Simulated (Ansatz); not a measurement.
Consider a crystal of GaAs in space group Pmmn (No. 59), with Ga on 4e and 2a; As on 4e and 2b. Recipe of this trial structure of GaAs: 4-connected net, two elements alternating.

Theory: DFT PBE, scalar-relativistic, plane waves, PAW in Ansatz 0.2.0. Cutoff 420 eV, Γ-centred mesh, Gaussian smearing, no spin polarisation.

Energies over the elements count from the elements' standard structures at the same level, with no fitted energy shifts.

Problem. Predict the relaxed structure.

Solution.

Space group Pmmn:1 (No. 59). a = 4.071 Å, b = 12.431 Å, c = 6.204 Å, α = 90.00°, β = 90.00°, γ = 90.00°
```tsv
atom	site	symmetry	x	y	z
Ga	4e	m..	0.0000	0.6457	0.0964
Ga	2a	mm2	0.0000	0.0000	0.4034
As	4e	m..	0.5000	0.6503	0.8623
As	2b	mm2	0.5000	0.0000	0.6311
```

Ga on a site of symmetry m has 4 As at 2.48–2.55 Å; Ga on a site of symmetry mm2 has 4 As at 2.48–2.49 Å; around As on a site of symmetry m lie 4 Ga at 2.49–2.55 Å; As on a site of symmetry mm2 is surrounded by 4 Ga at 2.48 Å. Another local minimum with the same sites may exist.

Problem. And its energy and gap?

Solution. The formation energy is −0.23 eV/atom and the gap on the 10×4×6 mesh of the 12-atom cell is 0.02 eV by band count, less than the smearing, so the run treats it as a metal. A negative formation energy is needed for stability but isn't enough: competing phases decide.

The last run used Gaussian smearing of 0.10 eV. The reference form of As is held partly by dispersion forces, which this level lacks. Symmetry constrained the relaxation, so the result can be a saddle point.
